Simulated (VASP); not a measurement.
Set up this calculation in VASP 6.6.1, as the native input.

```
Task                   : relaxation of cell and atoms
Functional             : PBE
Potentials or basis    : VASP PAW PBE potentials, release 64 (In_d, H)
Cutoff                 : 600 eV
k mesh                 : 11 × 11 × 11
Occupations            : fermi-dirac, width 0.1 eV
Spin                   : no spin polarisation
Dipole correction      : no
Further INCAR settings : ALGO = Normal; EDIFF = 1e-07; IBRION = 2; EDIFFG = -0.01; NSW = 80; ISIF = 3
```

The structure of InH lies in POSCAR:

```
InH
1.0
    0.0000000000      2.5656440000      2.5656440000
    2.5656440000      0.0000000000      2.5656440000
    2.5656440000      2.5656440000      0.0000000000
In H
1 1
Direct
    0.0000000000      0.0000000000      0.0000000000
    0.5000000000      0.5000000000      0.5000000000
```

The cell was built by a generator and needn't be a form met in nature.

One way to write it, as run:

INCAR

```
SYSTEM = InH
ALGO = Normal
EDIFF = 1E-7
EDIFFG = -0.01
ENCUT = 600
GGA = PE
IBRION = 2
ISIF = 3
ISMEAR = -1
LASPH = .True.
LCHARG = .False.
LREAL = .False.
LWAVE = .False.
NELM = 100
NSW = 80
PREC = Accurate
SIGMA = 0.1
```

KPOINTS

```
k-points
0
Gamma
  11 11 11
  0 0 0
```

Potentials or basis: VASP PAW PBE potentials, release 64 (In_d, H).

Command:

```sh
$ cat potpaw_PBE.64/In_d/POTCAR potpaw_PBE.64/H/POTCAR > POTCAR
$ mpirun -np 1 vasp_std > vasp.out
```

Results of the run:

The relaxed volume is 15.92 Å³/atom. The relaxed cell is a = 3.558 Å, b = 3.558 Å, c = 3.558 Å, α = 60.00°, β = 60.00°, γ = 60.00° and the space group after relaxing (to 0.05 Å) is Fm-3m (No. 225). The energy gained by relaxing is 5.4 meV/atom, the ionic steps are 4 and the pressure after relaxing is 0.0 GPa. The band gap on the k mesh is none (metal or under the smearing width).

Run time: 40 s on 1 thread of Intel(R) Xeon(R) 6975P-C (Granite Rapids), with other jobs on the host, peak memory 0.19 GiB.
